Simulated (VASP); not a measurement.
## Lattice of CdSe (Cadmoselite), functional by functional

Which functional gives which lattice for CdSe (Cadmoselite)? The starting structure is a measured crystal structure from the Crystallography Open Database. The first relaxation on each setting starts from this cell expanded by 3 % in volume.

Method: Kohn-Sham DFT with plane waves and PAW; PBEsol, LDA, PBE, PBEsol + D3(BJ), r2SCAN, r2SCAN + rVV10, rev-vdW-DF2 and PBE + D3(BJ), in VASP 6.6.1.

## Step 1: The starting structure

The structure is hexagonal, space group P6_3mc (No. 186). The conventional cell has a = 4.299 Å, b = 4.299 Å, c = 7.010 Å, α = 90.00°, β = 90.00°, γ = 120.00°. Cd has 4 Se at 2.63 to 2.64 Å nearest. Se has 4 Cd at 2.63 to 2.64 Å nearest. Farther neighbours and most contacts between anions are not listed.

Structure file:

```cif
data_structure
_symmetry_space_group_name_H-M 'P6_3mc'
_symmetry_Int_Tables_number 186
_cell_length_a 4.2990
_cell_length_b 4.2990
_cell_length_c 7.0100
_cell_angle_alpha 90.000
_cell_angle_beta 90.000
_cell_angle_gamma 120.000
_cell_volume 112.20
loop_
_atom_site_label
_atom_site_type_symbol
_atom_site_symmetry_multiplicity
_atom_site_Wyckoff_symbol
_atom_site_fract_x
_atom_site_fract_y
_atom_site_fract_z
_atom_site_occupancy
Cd1 Cd 2 b 0.66667 0.33333 0.50000 1
Se1 Se 2 b 0.66667 0.33333 0.87679 1
```

## Step 2: Relaxation with PBEsol

PBEsol restores the gradient expansion of exchange and is tuned for the cells of solids. This run starts from the cell of an earlier relaxation, which isn't shown; the restart sets up the plane waves anew.

INCAR reads:

```
SYSTEM = CdSe
PREC = Accurate
ENCUT = 450
EDIFF = 1E-06
NELM = 100
ISMEAR = 0
SIGMA = 0.03
LREAL = .FALSE.
ALGO = Normal
GGA = PS
NBANDS = 24
LORBIT = 11
LWAVE = .FALSE.
LCHARG = .FALSE.
KPAR = 8
IBRION = 2
NSW = 50
ISIF = 3
EDIFFG = -0.006
```

POSCAR reads:

```
CdSe
1.0
    4.3101518474      0.0000000000      0.0000000000
   -2.1550759237      3.7327009940      0.0000000000
    0.0000000000      0.0000000000      7.0304562246
Cd Se
2 2
Direct
    0.6666666667      0.3333333333      0.5004406066
    0.3333333333      0.6666666667      0.0004406066
    0.6666666667      0.3333333333      0.8763493934
    0.3333333333      0.6666666667      0.3763493934
```

KPOINTS reads:

```
Automatic mesh
0
Gamma
6 6 4
0 0 0
```

Potentials, in the order of the species: Cd and Se (PBE family, release 64).

Run with:

```bash
> mpirun -np 8 vasp_std
```

Log:

```text
[banner, memory and clock lines left out]
running    8 mpi-ranks, on    1 nodes
 distrk:  each k-point on    1 cores,    8 groups
 distr:  one band on    1 cores,    1 groups

 POSCAR found type information on POSCAR CdSe
 POSCAR found :  2 types and       4 ions
|                                                                             |
|           W    W    AA    RRRRR   N    N  II  N    N   GGGG   !!!           |
|           W    W   A  A   R    R  NN   N  II  NN   N  G    G  !!!           |
|           W    W  A    A  R    R  N N  N  II  N N  N  G       !!!           |
|           W WW W  AAAAAA  RRRRR   N  N N  II  N  N N  G  GGG   !            |
|           WW  WW  A    A  R   R   N   NN  II  N   NN  G    G                |
|           W    W  A    A  R    R  N    N  II  N    N   GGGG   !!!           |
|                                                                             |
|     For optimal performance we recommend to set                             |
|       NCORE = 2 up to number-of-cores-per-socket                            |
|     NCORE specifies how many cores store one orbital (NPAR=cpu/NCORE).      |
|     This setting can greatly improve the performance of VASP for DFT.       |
|     The default, NCORE=1 might be grossly inefficient on modern             |
|     multi-core architectures or massively parallel machines. Do your        |
|     Unfortunately you need to use the default for GW and RPA                |
|     calculations (for HF NCORE is supported but not extensively tested      |
|     yet).                                                                   |
|                                                                             |

|                                                                             |
|               ----> ADVICE to this user running VASP <----                  |
|                                                                             |
|     You enforced a specific xc type in the INCAR file but a different       |
|     [... a line on the potential file left out ...]
|     I HOPE YOU KNOW WHAT YOU ARE DOING!                                     |
|                                                                             |

 LDA part: xc-table for (Slater+PW92), standard interpolation
 POSCAR, INCAR and KPOINTS ok, starting setup
 FFT: planning ... GRIDC
 FFT: planning ... GRID_SOFT
 FFT: planning ... GRID
 WAVECAR not read
 entering main loop
       N       E                     dE             d eps       ncg     rms          rms(c)
DAV:   1     0.219494703371E+03    0.21949E+03   -0.15967E+04  1008   0.120E+03
DAV:   2    -0.255630251126E+01   -0.22205E+03   -0.21717E+03  1176   0.310E+02
DAV:   3    -0.130390021285E+02   -0.10483E+02   -0.10456E+02  1184   0.695E+01
DAV:   4    -0.131087689803E+02   -0.69767E-01   -0.69756E-01  1168   0.555E+00
DAV:   5    -0.131092898803E+02   -0.52090E-03   -0.52087E-03  1232   0.431E-01    0.834E+00
DAV:   6    -0.123857344626E+02    0.72356E+00   -0.15323E+00  1296   0.130E+01    0.666E+00
DAV:   7    -0.123494511291E+02    0.36283E-01   -0.51747E-01  1144   0.389E+00    0.282E+00
DAV:   8    -0.123456451900E+02    0.38059E-02   -0.57828E-02  1088   0.260E+00    0.351E-01
DAV:   9    -0.123449962006E+02    0.64899E-03   -0.83660E-03  1240   0.113E+00    0.107E-01
DAV:  10    -0.123450358525E+02   -0.39652E-04   -0.79452E-04  1096   0.309E-01    0.632E-02
DAV:  11    -0.123451020446E+02   -0.66192E-04   -0.19415E-04  1128   0.100E-01    0.254E-02
DAV:  12    -0.123450843503E+02    0.17694E-04   -0.81376E-05  1240   0.977E-02    0.823E-03
DAV:  13    -0.123450874874E+02   -0.31371E-05   -0.15128E-05  1120   0.186E-02    0.914E-03
DAV:  14    -0.123450862575E+02    0.12299E-05   -0.35157E-06  1016   0.145E-02    0.377E-03
DAV:  15    -0.123450863386E+02   -0.81061E-07   -0.35979E-07   608   0.360E-03
   1 F= -.12345086E+02 E0= -.12345086E+02  d E =-.123451E+02
 curvature:   0.00 expect dE= 0.000E+00 dE for cont linesearch  0.000E+00
 trial: gam= 0.00000 g(F)=  0.327E-05 g(S)=  0.336E-04 ort = 0.000E+00 (trialstep = 0.100E+01)
 search vector abs. value=  0.369E-04
 bond charge predicted
       N       E                     dE             d eps       ncg     rms          rms(c)
DAV:   1    -0.123454882247E+02   -0.40197E-03   -0.94522E-03  1088   0.946E-01    0.146E-01
DAV:   2    -0.123451348216E+02    0.35340E-03   -0.10218E-03  1096   0.378E-01    0.489E-02
DAV:   3    -0.123451007328E+02    0.34089E-04   -0.92215E-05  1104   0.766E-02    0.423E-02
DAV:   4    -0.123450972554E+02    0.34774E-05   -0.97011E-06  1064   0.195E-02    0.631E-03
DAV:   5    -0.123450972122E+02    0.43243E-07   -0.25533E-06   920   0.185E-02
   2 F= -.12345097E+02 E0= -.12345097E+02  d E =-.108736E-04
 trial-energy change:   -0.000011  1 .order   -0.000009   -0.000037    0.000019
 step:   0.6564(harm=  0.6564)  dis= 0.00013  next Energy=   -12.345098 (dE=-0.121E-04)
 reached required accuracy - stopping structural energy minimisation
```

Wall time 14 s (8 MPI ranks of Intel Xeon 6975P-C (Granite Rapids), shared host); peak memory 1.9 GiB.

The logs omit lines about the potential files and the build; timing stands in the text.

From OUTCAR (step 2):

```text
ion  position               nearest neighbor table
   1  0.667  0.333  0.500-   4 2.64   4 2.64   4 2.64   3 2.64
   2  0.333  0.667  0.000-   3 2.64   3 2.64   3 2.64   4 2.64
   3  0.667  0.333  0.876-   2 2.64   2 2.64   2 2.64   1 2.64
   4  0.333  0.667  0.376-   1 2.64   1 2.64   1 2.64   2 2.64

  LATTYP: Found a hexagonal cell.
 ALAT       =     4.3101518474
 C/A-ratio  =     1.6311388725

 Subroutine GETGRP returns: Found 12 space group operations
 (whereof  6 operations were pure point group operations)

The static configuration has the point symmetry C_3v.
 The point group associated with its full space group is C_6v.

 Found     21 irreducible k-points:

   k-points           NKPTS =     21   k-points in BZ     NKDIM =     21   number of bands    NBANDS=     24

   dimension x,y,z NGX =    30 NGY =   30 NGZ =   50
   dimension x,y,z NGXF=    60 NGYF=   60 NGZF=  100

   ENCUT  =  450.0 eV  33.07 Ry    5.75 a.u.   7.46  7.46 12.16*2*pi/ulx,y,z

   NELECT =      36.0000    total number of electrons

 k-points in reciprocal lattice and weights: Automatic mesh
   0.00000000  0.00000000  0.00000000       0.007
   0.16666667  0.00000000  0.00000000       0.042
   0.33333333 -0.00000000  0.00000000       0.042
   0.50000000 -0.00000000  0.00000000       0.021
   0.16666667  0.16666667  0.00000000       0.042
   0.33333333  0.16666667  0.00000000       0.083
   0.33333333  0.33333333  0.00000000       0.014
   0.00000000  0.00000000  0.25000000       0.014
   0.16666667  0.00000000  0.25000000       0.083
[...]
0.33333333  0.16666667  0.50000000       0.083
   0.33333333  0.33333333  0.50000000       0.014

 average (electrostatic) potential at core
       1 -39.9137       2 -39.9137       3 -56.4462       4 -56.4462

 E-fermi :   0.9506

 k-point     1 :       0.0000    0.0000    0.0000
  band No.  band energies     occupation
    ...
     14       0.0143      2.00000
     15       0.0143      2.00000
     16       0.7366      2.00000
     17       0.7852      2.00000
     18       0.7852      2.00000
     19       1.3164      0.00000
     20       2.8729      0.00000
     21       6.5591      0.00000
     22       6.5591      0.00000
     23       6.8477      0.00000
    ...

 k-point     2 :       0.1667    0.0000    0.0000
  band No.  band energies     occupation
    ...
     14      -1.0455      2.00000
     15      -0.6564      2.00000
     16      -0.3086      2.00000
     17       0.5271      2.00000
     18       0.5903      2.00000
     19       2.6780      0.00000
     20       3.8432      0.00000
     21       5.9246      0.00000
     22       6.9266      0.00000
     23       6.9283      0.00000
    ...

 k-point     3 :       0.3333   -0.0000    0.0000
  band No.  band energies     occupation
    ...
     14      -2.3069      2.00000
     15      -1.8891      2.00000
     16      -0.8488      2.00000
     17      -0.0790      2.00000
     18       0.2060      2.00000
     19       3.6750      0.00000
     20       4.1274      0.00000
     21       5.7424      0.00000
     22       6.5184      0.00000
     23       7.2016      0.00000
    ...

  Total        0.0165018      0.0165018      0.0218967      0.0000000      0.0000000     -0.0000000
  in kB        0.2339970      0.2339970      0.3104963      0.0000000      0.0000000     -0.0000000
  external PRESSURE =       0.2594968 kB  Pullay stress =       0.0000000 kB

  energy-cutoff  :      450.00
  volume of cell :      112.99
      direct lattice vectors                 reciprocal lattice vectors
     4.308858758  0.000000000  0.000000000     0.232080014  0.133991458  0.000000000
    -2.154429379  3.731581146 -0.000000000     0.000000000  0.267982917  0.000000000
     0.000000000  0.000000000  7.027118522     0.000000000  0.000000000  0.142305839

 POSITION                                       TOTAL-FORCE (eV/Angst)
 -----------------------------------------------------------------------------------
      2.15443      1.24386      3.51685         0.000000      0.000000      0.001250
     -0.00000      2.48772      0.00329        -0.000000     -0.000000      0.001250
      2.15443      1.24386      6.15801        -0.000000      0.000000     -0.001250
     -0.00000      2.48772      2.64445         0.000000      0.000000     -0.001250
 -----------------------------------------------------------------------------------
    total drift:                               -0.000000      0.000000     -0.000190

  FREE ENERGIE OF THE ION-ELECTRON SYSTEM (eV)
  ---------------------------------------------------
  free  energy   TOTEN  =       -12.3450972122 eV

  energy  without entropy=      -12.3450972122  energy(sigma->0) =      -12.34509721

 reached required accuracy - stopping structural energy minimisation

 total charge
# of ion       s       p       d       tot
------------------------------------------
    1        0.446   0.315   9.551  10.312
    2        0.446   0.315   9.551  10.312
    3        1.445   2.378   0.022   3.845
    4        1.445   2.378   0.022   3.845
--------------------------------------------------
tot          3.783   5.386  19.146  28.314

[... 3 further parts left out ...]
```

CONTCAR:

```
CdSe
   1.00000000000000
     4.3088587583721401    0.0000000000000000    0.0000000000000000
    -2.1544293791860700    3.7315811460525334   -0.0000000000000000
     0.0000000000000000    0.0000000000000000    7.0271185224903325
  Cd              Se
     2     2
Direct
     0.6666666667000030    0.3333333332999970    0.5004688437392565
     0.3333333332999970    0.6666666667000030    0.0004688437392565
     0.6666666667000030    0.3333333332999970    0.8763211562607433
     0.3333333332999970    0.6666666667000030    0.3763211562607433
```

The PAW data sets were made with PBE, which is usual practice but a small mismatch for other functionals. The run keeps the 12 symmetry operations of its start, so it cannot find a distortion of lower symmetry.

With PBEsol the relaxed cell holds 28.247 Å³ an atom, +0.70 % against the measured cell, with a = 4.309 Å and c = 7.027 Å.

## Step 3: Relaxation with LDA

LDA, the lowest rung, knows the local density alone. This run starts from the cell of an earlier relaxation, which isn't shown; the restart sets up the plane waves anew.

Edit INCAR of step 2 so:

```diff
@@ -9,3 +9,3 @@
 ALGO = Normal
-GGA = PS
+GGA = CA
 NBANDS = 24
```

POSCAR reads:

```
CdSe
1.0
    4.2587406027      0.0000000000      0.0000000000
   -2.1293703013      3.6881775500      0.0000000000
    0.0000000000      0.0000000000      6.9588242824
Cd Se
2 2
Direct
    0.6666666667      0.3333333333      0.5007721871
    0.3333333333      0.6666666667      0.0007721871
    0.6666666667      0.3333333333      0.8760178129
    0.3333333333      0.6666666667      0.3760178129
```

KPOINTS is that of step 2.

The projector-augmented-wave data sets are Cd and Se (LDA family, release 64).

Run with:

```bash
> mpirun -np 8 vasp_std
```

Log:

```text
[banner, memory and clock lines left out]
running    8 mpi-ranks, on    1 nodes
[...]
[... a notice as in an earlier step ...]

 LDA part: xc-table for (Slater(with rela. corr.)+CA(PZ))
 , standard interpolation
 POSCAR, INCAR and KPOINTS ok, starting setup
[...]
entering main loop
       N       E                     dE             d eps       ncg     rms          rms(c)
DAV:   1     0.229399449265E+03    0.22940E+03   -0.16114E+04  1008   0.122E+03
DAV:   2    -0.264894079807E+01   -0.23205E+03   -0.22598E+03  1176   0.320E+02
DAV:   3    -0.141752989933E+02   -0.11526E+02   -0.11492E+02  1232   0.725E+01
DAV:   4    -0.142585234881E+02   -0.83224E-01   -0.83211E-01  1112   0.601E+00
[...]
DAV:  11    -0.135127385581E+02   -0.15026E-04   -0.82868E-05  1144   0.676E-02    0.126E-02
DAV:  12    -0.135127363052E+02    0.22528E-05   -0.34695E-05  1200   0.686E-02    0.880E-03
DAV:  13    -0.135127355757E+02    0.72951E-06   -0.49097E-06  1144   0.272E-02
   1 F= -.13512736E+02 E0= -.13512736E+02  d E =-.135127E+02
[...]
DAV:   3    -0.135127986128E+02    0.13735E-03   -0.37768E-04  1112   0.158E-01    0.907E-02
DAV:   4    -0.135127740189E+02    0.24594E-04   -0.32939E-05  1048   0.390E-02    0.133E-02
DAV:   5    -0.135127710509E+02    0.29681E-05   -0.11830E-05  1128   0.410E-02    0.560E-03
DAV:   6    -0.135127710864E+02   -0.35528E-07   -0.11990E-06   528   0.954E-03
   2 F= -.13512771E+02 E0= -.13512771E+02  d E =-.355107E-04
 trial-energy change:   -0.000036  1 .order   -0.000041   -0.000133    0.000052
 step:   0.6836(harm=  0.7205)  dis= 0.00007  next Energy=   -13.512779 (dE=-0.439E-04)
[...]
N       E                     dE             d eps       ncg     rms          rms(c)
DAV:   1    -0.135129468485E+02   -0.17580E-03   -0.35504E-03  1096   0.620E-01    0.960E-02
DAV:   2    -0.135127974601E+02    0.14939E-03   -0.41596E-04  1080   0.254E-01    0.324E-02
DAV:   3    -0.135127836089E+02    0.13851E-04   -0.37799E-05  1112   0.504E-02    0.287E-02
DAV:   4    -0.135127811229E+02    0.24860E-05   -0.32442E-06   848   0.121E-02    0.417E-03
DAV:   5    -0.135127808289E+02    0.29401E-06   -0.12068E-06   504   0.129E-02
   3 F= -.13512781E+02 E0= -.13512781E+02  d E =-.452532E-04
[...]
reached required accuracy - stopping structural energy minimisation
```

It took 9 s on 8 MPI ranks; peak memory 1.6 GiB; 54 s of CPU time.

From OUTCAR (step 3):

```text
  Total       -0.0007494     -0.0007494     -0.0054591     -0.0000000     -0.0000000      0.0000000
  in kB       -0.0110015     -0.0110015     -0.0801400     -0.0000000     -0.0000000      0.0000000
  external PRESSURE =      -0.0340477 kB  Pullay stress =       0.0000000 kB

 POSITION                                       TOTAL-FORCE (eV/Angst)
 -----------------------------------------------------------------------------------
      2.12833      1.22879      3.48291         0.000000     -0.000000     -0.001579
     -0.00000      2.45758      0.00530        -0.000000      0.000000     -0.001579
      2.12833      1.22879      6.09297         0.000000      0.000000      0.001579
     -0.00000      2.45758      2.61536        -0.000000     -0.000000      0.001579
 -----------------------------------------------------------------------------------
    total drift:                                0.000000      0.000000      0.001907

  FREE ENERGIE OF THE ION-ELECTRON SYSTEM (eV)
  ---------------------------------------------------
  free  energy   TOTEN  =       -13.5127808289 eV

  energy  without entropy=      -13.5127808289  energy(sigma->0) =      -13.51278083

[... 2 parts as in an earlier step ...]

[... 2 further parts left out ...]
[key lines of the parts left out:]
E-fermi :   1.2378
```

With LDA the relaxed cell holds 27.285 Å³ an atom, -2.73 % against the measured cell, with a = 4.257 Å and c = 6.955 Å. That is -3.41 % from PBEsol.

(Continued in part 2 of 3.)

[Lines on the potential files, build, host, timing and source positions are cut from VASP's logs without a mark.]

[Logs are printed without paths, hosts, clocks, repeated set-up lines and the standing remarks that a program may print on its own settings, such as how far it seeks lower states.]

[Hosts, paths, dates, database ids (printed as entryN), source tags and the programs' standing remarks are cut or masked in the printed files.]
